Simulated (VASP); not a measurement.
# Sc (P-1) in VASP: a series of runs

One crystal, Sc, is run at these levels: PBEsol; tasks: single point.

Everything below comes from runs of VASP 6.6.1. Logs are shortened: lines on timing, memory, paths and dates and some standing lists are left out, and cuts for length are marked.

## 1. The crystal as given

The typed cell holds 1 atom: a = 3.202 Å, b = 3.216 Å, c = 3.226 Å, α = 61.44°, β = 61.31°, γ = 62.16°.

This isn't the form of Sc at room conditions, which is hcp.

## 2. Single point, PBEsol

INCAR

```
SYSTEM = Sc
  PREC = Accurate
  ENCUT = 200
  EDIFF = 1E-6
  ISMEAR = 1
  SIGMA = 0.2
  LREAL = .FALSE.
  LASPH = .TRUE.
  NELM = 100
  ALGO = Normal
  ISIF = 2
  LWAVE = .FALSE.
  LCHARG = .FALSE.
  GGA = PS
  ADDGRID = .FALSE.
```

KPOINTS

```
regular mesh
0
G
  6 6 6
  0 0 0
```

POSCAR

```
Sc
1.0
    3.2019616822      0.0000000000      0.0000000000
    1.5021078373      2.8441406042      0.0000000000
    1.5489936237      0.9264468030      2.6741812389
Sc
1
Direct
    0.0000000000      0.0000000000      0.0000000000
```

Potentials or basis: VASP PAW PBE potentials, release 64 (Sc_sv).

On the command line:

```
$ cat potpaw_PBE.64/Sc_sv/POTCAR > POTCAR
$ mpirun -np 1 vasp_std > vasp.out
```

OUTCAR:

```text
SYSTEM = Sc
   PREC = Accurate
   ENCUT = 200
   EDIFF = 1E-6
   ISMEAR = 1
   LREAL = .FALSE.
   LASPH = .TRUE.
   NELM = 100
   ISIF = 2
   GGA = PS

 Found    112 irreducible k-points:

 Following reciprocal coordinates:
            Coordinates               Weight
  0.000000  0.000000  0.000000      1.000000
  0.166667  0.000000 -0.000000      2.000000
  0.333333  0.000000  0.000000      2.000000
  0.500000  0.000000  0.000000      1.000000
  0.000000  0.166667 -0.000000      2.000000
  0.166667  0.166667 -0.000000      2.000000
   k-points           NKPTS =    112   k-points in BZ     NKDIM =    112   number of bands    NBANDS=      9
   number of dos      NEDOS =    301   number of ions     NIONS =      1
   total plane-waves  NPLWV =   4096
   dimension x,y,z NGX =    16 NGY =   16 NGZ =   16
   dimension x,y,z NGXF=    32 NGYF=   32 NGZF=   32
   ions per type =               1
   NGX,Y,Z   is equivalent  to a cutoff of   8.31,  8.27,  8.24 a.u.
   NGXF,Y,Z  is equivalent  to a cutoff of  16.61, 16.54, 16.49 a.u.
 SYSTEM =  Sc
   PREC   = accura    normal or accurate (medium, high low for compatibility)
   ISTART =      0    job   : 0-new  1-cont  2-samecut
   ICHARG =      2    charge: 1-file 2-atom 10-const
   ISPIN  =      1    spin polarized calculation?
   LNONCOLLINEAR =      F non collinear calculations
   LSORBIT =      F    spin-orbit coupling
   LASPH  =      T    aspherical Exc in radial PAW
   ENCUT  =  200.0 eV  14.70 Ry    3.83 a.u.   3.69  3.71  3.72*2*pi/ulx,y,z
   NELM   =    100;   NELMIN=  2; NELMDL= -5     # of ELM steps
   EDIFF  = 0.1E-05   stopping-criterion for ELM
   LREAL  =      F    real-space projection
   EDIFFG = 0.1E-04   stopping-criterion for IOM
   NSW    =      0    number of steps for IOM
   IBRION =     -1    ionic relax: 0-MD 1-quasi-New 2-CG
   NFREE  =      0    steps in history (QN), initial steepest desc. (CG)
   ISIF   =      2    stress and relaxation
   ISYM   =      2    0-nonsym 1-usesym 2-fastsym
   POTIM  = 0.5000    time-step for ionic-motion
   TEBEG  =    0.0;   TEEND  =   0.0 temperature during run
   PSTRESS=    0.0 pullay stress
   NELECT =      11.0000    total number of electrons
   NUPDOWN=      -1.0000    fix difference up-down
   EMIN   =  10.00;   EMAX   =-10.00  energy-range for DOS
   EFERMI =   0.00;   METHOD = LEGACY
   ISMEAR =     1;   SIGMA  =   0.20  broadening in eV -4-tet -1-fermi 0-gaus
   EFERMI_NEDOS =   21; number of points for ismear=-14 and -15
   IALGO  =     38    algorithm
   IMIX   =      4    mixing-type and parameters
     AMIX     =   0.40;   BMIX     =  1.00
     AMIX_MAG =   1.60;   BMIX_MAG =  1.00
  volume/ion in A,a.u.               =      24.35       164.34
  Fermi-wavevector in a.u.,A,eV,Ry     =   1.256087  2.373660 21.466653  1.577755
  Thomas-Fermi vector in A             =   2.389812
   LORBIT       =      0    0 simple, 1 ext, 2 COOP (PROOUT), +10 PAW based schemes
   GGA     = PS    functional components
   LHFCALC =     F    Hartree Fock is set to
   AEXX    =    0.0000 exact exchange contribution
   IVDW    =     0    specifies the selected vdW correction
   LEPSILON=     F    determine dielectric tensor
   LRPA    =     F    only Hartree local field effects (RPA)
 non-spin polarized calculation
 Methfessel and Paxton  Order N= 1 SIGMA  =   0.20
  energy-cutoff  :      200.00
  volume of cell :       24.35
 maximum number of plane-waves:       167
 NGX is ok and might be reduce to    16
   NGX =  7   NGY =  7   NGZ =  7

 number of electron      11.0000003 magnetization

 Free energy of the ion-electron system (eV)
  ---------------------------------------------------
  ext. energy  EPLUGINS =         0.00000000
  ---------------------------------------------------
  free energy    TOTEN  =        -6.50886929 eV

  energy without entropy =       -6.51103296  energy(sigma->0) =       -6.50959051

 E-fermi :   3.6858     XC(G=0): -10.0336

 val. band max:        3.6070662344   @ k =  -0.3333   0.1667   0.1667
 cond. band min:       3.7053525859   @ k =   0.5000   0.3333   0.1667
 fundamental gap:      0.0982863515
 Fermi energy:         3.6858199220

 k-point     1 :       0.0000    0.0000    0.0000
  band No.  band energies     occupation
      1     -45.5319      2.00000
      2     -24.0396      2.00000
      3     -24.0369      2.00000
      4     -24.0182      2.00000
      5      -1.5128      2.00000
      6       5.1167     -0.00000
      7       5.1983     -0.00000
      8       5.5010     -0.00000
      9       6.6284     -0.00000

 k-point     2 :       0.1667    0.0000   -0.0000
  band No.  band energies     occupation
      1     -45.4908      2.00000
      2     -24.1331      2.00000
      3     -24.0467      2.00000
      4     -24.0327      2.00000
      5      -0.8316      2.00000
      6       4.7764     -0.00000
      7       5.3306     -0.00000
      8       5.6384     -0.00000
      9       6.5875     -0.00000

 k-point     3 :       0.3333    0.0000    0.0000
  band No.  band energies     occupation
      1     -45.4445      2.00000
      2     -24.3335      2.00000
      3     -24.0673      2.00000
      4     -24.0619      2.00000
      5       0.8272      2.00000
      6       4.0973     -0.01322
      7       5.2192     -0.00000
      8       5.5222     -0.00000
      9       7.0676     -0.00000

 k-point     4 :       0.5000    0.0000    0.0000
  band No.  band energies     occupation
      1     -45.4472      2.00000
      2     -24.4424      2.00000
      3     -24.0802      2.00000
      4     -24.0761      2.00000
      5       1.8899      2.00000
      6       3.9086     -0.06653
      7       5.0359     -0.00000
      8       5.3450     -0.00000
      9       7.4965     -0.00000

 k-point     5 :       0.0000    0.1667   -0.0000
  band No.  band energies     occupation
      1     -45.4905      2.00000
      2     -24.1334      2.00000
      3     -24.0442      2.00000
      4     -24.0307      2.00000
      5      -0.8401      2.00000
      6       4.7435     -0.00000
      7       5.3440     -0.00000
      8       5.6376     -0.00000
      9       6.6043     -0.00000

 k-point     6 :       0.1667    0.1667   -0.0000
  band No.  band energies     occupation
      1     -45.4902      2.00000
      2     -24.1334      2.00000
      3     -24.0755      2.00000
      4     -24.0591      2.00000
      5      -0.5833      2.00000
      6       4.6198     -0.00000
      7       5.5654     -0.00000
      8       5.7648     -0.00000
      9       6.0699     -0.00000

 [... further k-points ...]

------------------------ aborting loop because EDIFF is reached ----------------------------------------

  FORCE on cell =-STRESS in cart. coord.  units (eV):
  Direction    XX          YY          ZZ          XY          YZ          ZX
  --------------------------------------------------------------------------------------
  -------------------------------------------------------------------------------------
  Total       -1.5811644     -1.8222074     -1.8042541      0.1606096      0.0670828      0.0616945
  in kB     -104.0230518   -119.8810025   -118.6998724     10.5663298      4.4133022      4.0588152
  external PRESSURE =    -114.2013089 kB  Pullay stress =       0.0000000 kB

 VOLUME and BASIS-vectors are now :
 -----------------------------------------------------------------------------
  energy-cutoff  :      200.00
  volume of cell :       24.35
      direct lattice vectors                 reciprocal lattice vectors
     3.201961682  0.000000000  0.000000000     0.312308547 -0.164943011 -0.123758636
     1.502107837  2.844140604  0.000000000     0.000000000  0.351600058 -0.121808778
     1.548993624  0.926446803  2.674181239     0.000000000  0.000000000  0.373946233

 POSITION                                       TOTAL-FORCE (eV/Angst)
 -----------------------------------------------------------------------------------
      0.00000      0.00000      0.00000         0.000000      0.000000      0.000000
 -----------------------------------------------------------------------------------
    total drift:                                0.000000      0.000000      0.000000

  FREE ENERGIE OF THE ION-ELECTRON SYSTEM (eV)
  ---------------------------------------------------
  free  energy   TOTEN  =        -6.5088692857 eV

  energy  without entropy=       -6.5110329577  energy(sigma->0) =       -6.50959051
```

It took 3 s on 1 thread of Intel Xeon 6975P-C (Granite Rapids), shared host; peak memory 0.11 GiB.

The run converged, but a check on its numbers failed (symmetry, net force, bounds or a known fault of this set-up), so they aren't taken as properties of the crystal.

Caveat: the k mesh is coarse (spacing up to 0.39 Å⁻¹), so the values aren't converged; the cutoff lies under the usual one of these potentials, so the numbers hold a large basis-set error; the PAW data sets were made with another functional, which shifts forces and pressure a little.

## 3. Single point, PBEsol

INCAR: that of step 2 with these lines changed.

```diff
@@ -2,3 +2,3 @@
   PREC = Accurate
-  ENCUT = 200
+  ENCUT = 500
   EDIFF = 1E-6
```

KPOINTS

```
regular mesh
0
G
  4 4 4
  0 0 0
```

POSCAR is that of step 2.

Potentials or basis: VASP PAW PBE potentials, release 64 (Sc_sv).

On the command line:

```
$ cat potpaw_PBE.64/Sc_sv/POTCAR > POTCAR
$ mpirun -np 1 vasp_std > vasp.out
```

It took 3.2 s on 1 thread of Intel Xeon 6975P-C (Granite Rapids), shared host; peak memory 0.13 GiB.

The run converged, but some of its settings lie outside the range that counts as converged, so its numbers aren't taken as properties of the crystal.

Results:

```
Free energy            : -6.5681 eV
Pressure               : -1.1 GPa
Band gap on the k mesh : none (metal or under the smearing width)
```

Caveat: the k mesh is coarse (spacing up to 0.59 Å⁻¹), so the values aren't converged; the PAW data sets were made with another functional, which shifts forces and pressure a little.

## 4. Single point, PBEsol

INCAR: that of step 3 with these lines changed.

```diff
@@ -2,3 +2,3 @@
   PREC = Accurate
-  ENCUT = 500
+  ENCUT = 600
   EDIFF = 1E-6
```

KPOINTS is that of step 3.

POSCAR is that of step 3.

Potentials or basis: VASP PAW PBE potentials, release 64 (Sc_sv).

On the command line:

```
$ cat potpaw_PBE.64/Sc_sv/POTCAR > POTCAR
$ mpirun -np 1 vasp_std > vasp.out
```

OUTCAR:

```text
SYSTEM = Sc
   PREC = Accurate
   ENCUT = 600
   EDIFF = 1E-6
   ISMEAR = 1
   LREAL = .FALSE.
   LASPH = .TRUE.
   NELM = 100
   ISIF = 2
   GGA = PS

 Found     36 irreducible k-points:

 Following reciprocal coordinates:
            Coordinates               Weight
  0.000000  0.000000  0.000000      1.000000
  0.250000  0.000000  0.000000      2.000000
  0.500000  0.000000  0.000000      1.000000
  0.000000  0.250000 -0.000000      2.000000
  0.250000  0.250000  0.000000      2.000000
  0.500000  0.250000 -0.000000      2.000000
   k-points           NKPTS =     36   k-points in BZ     NKDIM =     36   number of bands    NBANDS=      9
   number of dos      NEDOS =    301   number of ions     NIONS =      1
   total plane-waves  NPLWV =  21952
   dimension x,y,z NGX =    28 NGY =   28 NGZ =   28
   dimension x,y,z NGXF=    56 NGYF=   56 NGZF=   56
   ions per type =               1
   NGX,Y,Z   is equivalent  to a cutoff of  14.54, 14.47, 14.43 a.u.
   NGXF,Y,Z  is equivalent  to a cutoff of  29.08, 28.94, 28.86 a.u.
 SYSTEM =  Sc
   PREC   = accura    normal or accurate (medium, high low for compatibility)
   ISTART =      0    job   : 0-new  1-cont  2-samecut
   ICHARG =      2    charge: 1-file 2-atom 10-const
   ISPIN  =      1    spin polarized calculation?
   LNONCOLLINEAR =      F non collinear calculations
   LSORBIT =      F    spin-orbit coupling
   LASPH  =      T    aspherical Exc in radial PAW
   ENCUT  =  600.0 eV  44.10 Ry    6.64 a.u.   6.40  6.42  6.44*2*pi/ulx,y,z
   NELM   =    100;   NELMIN=  2; NELMDL= -5     # of ELM steps
   EDIFF  = 0.1E-05   stopping-criterion for ELM
   LREAL  =      F    real-space projection
   EDIFFG = 0.1E-04   stopping-criterion for IOM
   NSW    =      0    number of steps for IOM
   IBRION =     -1    ionic relax: 0-MD 1-quasi-New 2-CG
   NFREE  =      0    steps in history (QN), initial steepest desc. (CG)
   ISIF   =      2    stress and relaxation
   ISYM   =      2    0-nonsym 1-usesym 2-fastsym
   POTIM  = 0.5000    time-step for ionic-motion
   TEBEG  =    0.0;   TEEND  =   0.0 temperature during run
   PSTRESS=    0.0 pullay stress
   NELECT =      11.0000    total number of electrons
   NUPDOWN=      -1.0000    fix difference up-down
   EMIN   =  10.00;   EMAX   =-10.00  energy-range for DOS
   EFERMI =   0.00;   METHOD = LEGACY
   ISMEAR =     1;   SIGMA  =   0.20  broadening in eV -4-tet -1-fermi 0-gaus
   EFERMI_NEDOS =   21; number of points for ismear=-14 and -15
   IALGO  =     38    algorithm
   IMIX   =      4    mixing-type and parameters
     AMIX     =   0.40;   BMIX     =  1.00
     AMIX_MAG =   1.60;   BMIX_MAG =  1.00
  volume/ion in A,a.u.               =      24.35       164.34
  Fermi-wavevector in a.u.,A,eV,Ry     =   1.256087  2.373660 21.466653  1.577755
  Thomas-Fermi vector in A             =   2.389812
   LORBIT       =      0    0 simple, 1 ext, 2 COOP (PROOUT), +10 PAW based schemes
   GGA     = PS    functional components
   LHFCALC =     F    Hartree Fock is set to
   AEXX    =    0.0000 exact exchange contribution
   IVDW    =     0    specifies the selected vdW correction
   LEPSILON=     F    determine dielectric tensor
   LRPA    =     F    only Hartree local field effects (RPA)
 non-spin polarized calculation
 Methfessel and Paxton  Order N= 1 SIGMA  =   0.20
  energy-cutoff  :      600.00
  volume of cell :       24.35
 maximum number of plane-waves:       837
 NGX is ok and might be reduce to    28
   NGX = 13   NGY = 13   NGZ = 13

 number of electron      10.9999999 magnetization

 Free energy of the ion-electron system (eV)
  ---------------------------------------------------
  ext. energy  EPLUGINS =         0.00000000
  ---------------------------------------------------
  free energy    TOTEN  =        -6.56875751 eV

  energy without entropy =       -6.56515628  energy(sigma->0) =       -6.56755710

 E-fermi :   3.8409     XC(G=0): -10.0426

 val. band max:        3.8332876878   @ k =   0.5000  -0.2500   0.2500
 cond. band min:       3.8459333858   @ k =  -0.2500   0.5000   0.2500
 fundamental gap:      0.0126456980
 Fermi energy:         3.8409305920

 k-point     1 :       0.0000    0.0000    0.0000
  band No.  band energies     occupation
      1     -45.5428      2.00000
      2     -24.0500      2.00000
      3     -24.0434      2.00000
      4     -24.0104      2.00000
      5      -1.5171      2.00000
      6       5.1031     -0.00000
      7       5.1863     -0.00000
      8       5.4846     -0.00000
      9       6.6269     -0.00000

 k-point     2 :       0.2500    0.0000    0.0000
  band No.  band energies     occupation
      1     -45.5119      2.00000
      2     -24.2494      2.00000
      3     -24.0706      2.00000
      4     -24.0445      2.00000
      5      -0.0689      2.00000
      6       4.3856     -0.00081
      7       5.3241     -0.00000
      8       5.6279     -0.00000
      9       6.7086     -0.00000

 k-point     3 :       0.5000    0.0000    0.0000
  band No.  band energies     occupation
      1     -45.4808      2.00000
      2     -24.4523      2.00000
      3     -24.0916      2.00000
      4     -24.0741      2.00000
      5       1.8808      2.00000
      6       3.9059      0.48129
      7       5.0220     -0.00000
      8       5.3249     -0.00000
      9       7.4621     -0.00000

 k-point     4 :       0.0000    0.2500   -0.0000
  band No.  band energies     occupation
      1     -45.5131      2.00000
      2     -24.2497      2.00000
      3     -24.0659      2.00000
      4     -24.0416      2.00000
      5      -0.0864      2.00000
      6       4.3562     -0.00164
      7       5.3326     -0.00000
      8       5.6230     -0.00000
      9       6.7241     -0.00000

 k-point     5 :       0.2500    0.2500    0.0000
  band No.  band energies     occupation
      1     -45.4992      2.00000
      2     -24.2445      2.00000
      3     -24.1259      2.00000
      4     -24.0936      2.00000
      5       0.4219      2.00000
      6       4.0120     -0.00580
      7       5.4242     -0.00000
      8       6.0638     -0.00000
      9       6.2449     -0.00000

 k-point     6 :       0.5000    0.2500   -0.0000
  band No.  band energies     occupation
      1     -45.4682      2.00000
      2     -24.3926      2.00000
      3     -24.1988      2.00000
      4     -24.1231      2.00000
      5       2.4764      2.00000
      6       3.3310      2.00185
      7       4.5969     -0.00000
      8       6.2063     -0.00000
      9       7.6684     -0.00000

 [... further k-points ...]

------------------------ aborting loop because EDIFF is reached ----------------------------------------

  FORCE on cell =-STRESS in cart. coord.  units (eV):
  Direction    XX          YY          ZZ          XY          YZ          ZX
  --------------------------------------------------------------------------------------
  -------------------------------------------------------------------------------------
  Total       -0.0264069     -0.2097988     -0.2560060      0.1359771      0.1083170      0.1579877
  in kB       -1.7372815    -13.8024313    -16.8423513      8.9457830      7.1260579     10.3938345
  external PRESSURE =     -10.7940214 kB  Pullay stress =       0.0000000 kB

 VOLUME and BASIS-vectors are now :
 -----------------------------------------------------------------------------
  energy-cutoff  :      600.00
  volume of cell :       24.35
      direct lattice vectors                 reciprocal lattice vectors
     3.201961682  0.000000000  0.000000000     0.312308547 -0.164943011 -0.123758636
     1.502107837  2.844140604  0.000000000     0.000000000  0.351600058 -0.121808778
     1.548993624  0.926446803  2.674181239     0.000000000  0.000000000  0.373946233

 POSITION                                       TOTAL-FORCE (eV/Angst)
 -----------------------------------------------------------------------------------
      0.00000      0.00000      0.00000         0.000000      0.000000      0.000000
 -----------------------------------------------------------------------------------
    total drift:                               -0.000000      0.000000     -0.000000

  FREE ENERGIE OF THE ION-ELECTRON SYSTEM (eV)
  ---------------------------------------------------
  free  energy   TOTEN  =        -6.5687575135 eV

  energy  without entropy=       -6.5651562805  energy(sigma->0) =       -6.56755710
```

It took 5.5 s on 1 thread of Intel Xeon 6975P-C (Granite Rapids), shared host; peak memory 0.15 GiB.

These settings aren't checked as converged: the numbers below hold their error.

Results:

```yaml
Free_energy: -6.5688 eV
Pressure: -1.1 GPa
Band_gap_on_the_k_mesh: none (metal or under the smearing width)
```

Caveat: the k mesh is coarse (spacing up to 0.59 Å⁻¹), so the values aren't converged; the PAW data sets were made with another functional, which shifts forces and pressure a little.

[end of part 1 of 2]
